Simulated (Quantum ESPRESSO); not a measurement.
Input of a Quantum ESPRESSO 7.5 run:

Contents of pw.in:

```
&CONTROL
  calculation = 'scf'
  prefix = 'pwscf'
  outdir = './tmp'
  pseudo_dir = './pseudo'
  tprnfor = .true.
  tstress = .true.
  disk_io = 'low'
/
&SYSTEM
  ibrav = 0
  celldm(1) = 8
  nat = 3
  ntyp = 2
  ecutwfc = 45
  ecutrho = 360
  nbnd = 24
  occupations = 'smearing'
  smearing = 'fd'
  degauss = 0.00367493
  nspin = 2
  starting_magnetization(1) = 0.2667
  starting_magnetization(2) = 0
/
&ELECTRONS
  conv_thr = 6d-10
  electron_maxstep = 120
  mixing_beta = 0.3
/
ATOMIC_SPECIES
Mn    54.9380 mn_lda_v1.5.uspp.F.UPF
O     15.9990 o_lda_v1.2.uspp.F.UPF
CELL_PARAMETERS alat
  0.6747688018172   0.0000000000000   0.0000000000000
 -0.3373844009086   0.5843669240732   0.0000000000000
  0.0000000000000   0.0000000000000   1.0869170960348
ATOMIC_POSITIONS crystal
Mn     0.0000000000    0.0000000000    0.5000000000
O      0.3333333333    0.6666666667    0.7062925700
O      0.6666666667    0.3333333333    0.2937074300
K_POINTS automatic
11 11 6 0 0 0
```

Contents of bands.in:

```
&CONTROL
  calculation = 'bands'
  prefix = 'pwscf'
  outdir = './tmp'
  pseudo_dir = './pseudo'
  disk_io = 'low'
  verbosity = 'high'
/
&SYSTEM
  ibrav = 0
  celldm(1) = 8
  nat = 3
  ntyp = 2
  ecutwfc = 45
  ecutrho = 360
  nbnd = 24
  occupations = 'smearing'
  smearing = 'fd'
  degauss = 0.00367493
  nspin = 2
  starting_magnetization(1) = 0.2667
  starting_magnetization(2) = 0
/
&ELECTRONS
  conv_thr = 1d-08
  electron_maxstep = 120
  mixing_beta = 0.3
  diago_full_acc = .true.
  startingwfc = 'random'
/
ATOMIC_SPECIES
Mn    54.9380 mn_lda_v1.5.uspp.F.UPF
O     15.9990 o_lda_v1.2.uspp.F.UPF
CELL_PARAMETERS alat
  0.6747688018172   0.0000000000000   0.0000000000000
 -0.3373844009086   0.5843669240732   0.0000000000000
  0.0000000000000   0.0000000000000   1.0869170960348
ATOMIC_POSITIONS crystal
Mn     0.0000000000    0.0000000000    0.5000000000
O      0.3333333333    0.6666666667    0.7062925700
O      0.6666666667    0.3333333333    0.2937074300
K_POINTS crystal
60
 0.0000000000  0.0000000000  0.0000000000 1
 0.0714285714  0.0000000000  0.0000000000 1
 0.1428571429  0.0000000000  0.0000000000 1
 0.2142857143  0.0000000000  0.0000000000 1
 0.2857142857  0.0000000000  0.0000000000 1
 0.3571428571  0.0000000000  0.0000000000 1
 0.4285714286  0.0000000000  0.0000000000 1
 0.5000000000  0.0000000000  0.0000000000 1
 0.4583333333  0.0833333333  0.0000000000 1
 0.4166666667  0.1666666667  0.0000000000 1
 0.3750000000  0.2500000000  0.0000000000 1
 0.3333333333  0.3333333333  0.0000000000 1
 0.2962962963  0.2962962963  0.0000000000 1
 0.2592592593  0.2592592593  0.0000000000 1
 0.2222222222  0.2222222222  0.0000000000 1
 0.1851851852  0.1851851852  0.0000000000 1
 0.1481481481  0.1481481481  0.0000000000 1
 0.1111111111  0.1111111111  0.0000000000 1
 0.0740740741  0.0740740741  0.0000000000 1
 0.0370370370  0.0370370370  0.0000000000 1
 0.0000000000  0.0000000000  0.0000000000 1
 0.0000000000  0.0000000000  0.1250000000 1
 0.0000000000  0.0000000000  0.2500000000 1
 0.0000000000  0.0000000000  0.3750000000 1
 0.0000000000  0.0000000000  0.5000000000 1
 0.0625000000  0.0000000000  0.5000000000 1
 0.1250000000  0.0000000000  0.5000000000 1
 0.1875000000  0.0000000000  0.5000000000 1
 0.2500000000  0.0000000000  0.5000000000 1
 0.3125000000  0.0000000000  0.5000000000 1
 0.3750000000  0.0000000000  0.5000000000 1
 0.4375000000  0.0000000000  0.5000000000 1
 0.5000000000  0.0000000000  0.5000000000 1
 0.4666666667  0.0666666667  0.5000000000 1
 0.4333333333  0.1333333333  0.5000000000 1
 0.4000000000  0.2000000000  0.5000000000 1
 0.3666666667  0.2666666667  0.5000000000 1
 0.3333333333  0.3333333333  0.5000000000 1
 0.3030303030  0.3030303030  0.5000000000 1
 0.2727272727  0.2727272727  0.5000000000 1
 0.2424242424  0.2424242424  0.5000000000 1
 0.2121212121  0.2121212121  0.5000000000 1
 0.1818181818  0.1818181818  0.5000000000 1
 0.1515151515  0.1515151515  0.5000000000 1
 0.1212121212  0.1212121212  0.5000000000 1
 0.0909090909  0.0909090909  0.5000000000 1
 0.0606060606  0.0606060606  0.5000000000 1
 0.0303030303  0.0303030303  0.5000000000 1
 0.0000000000  0.0000000000  0.5000000000 1
 0.5000000000  0.0000000000  0.5000000000 1
 0.5000000000  0.0000000000  0.3750000000 1
 0.5000000000  0.0000000000  0.2500000000 1
 0.5000000000  0.0000000000  0.1250000000 1
 0.5000000000  0.0000000000  0.0000000000 1
 0.3333333333  0.3333333333  0.0000000000 1
 0.3333333333  0.3333333333  0.1000000000 1
 0.3333333333  0.3333333333  0.2000000000 1
 0.3333333333  0.3333333333  0.3000000000 1
 0.3333333333  0.3333333333  0.4000000000 1
 0.3333333333  0.3333333333  0.5000000000 1
```

Potentials or basis: GBRV 1.5 LDA.

Launch:

```sh
$ OMP_NUM_THREADS=1 mpirun -n 2 pw.x -nk 2 -in pw.in > pw.out
$ OMP_NUM_THREADS=1 mpirun -n 2 pw.x -nk 2 -in bands.in > bands.out
```

Question: What does it give for the band gap on the k mesh?

Answer: 0.43 eV, indirect (least direct gap 0.47 eV).

Question: What does it give for the site moments?

Answer: Mn +2.49; O +0.05 μB.

Question: Estimate the largest force.

Answer: 0.476 eV/Å.

Question: Predict the band gap along the path.

Answer: 0.42 eV, indirect (least direct gap 0.47 eV).

Forces in eV/Å, atoms in the order of the input:
```
Mn   0.000  0.000  0.000
O    0.000  0.000 -0.476
O    0.000  0.000  0.476
```

Caveat: a cell with one magnetic atom can't hold antiferromagnetic order, which such compounds often take.
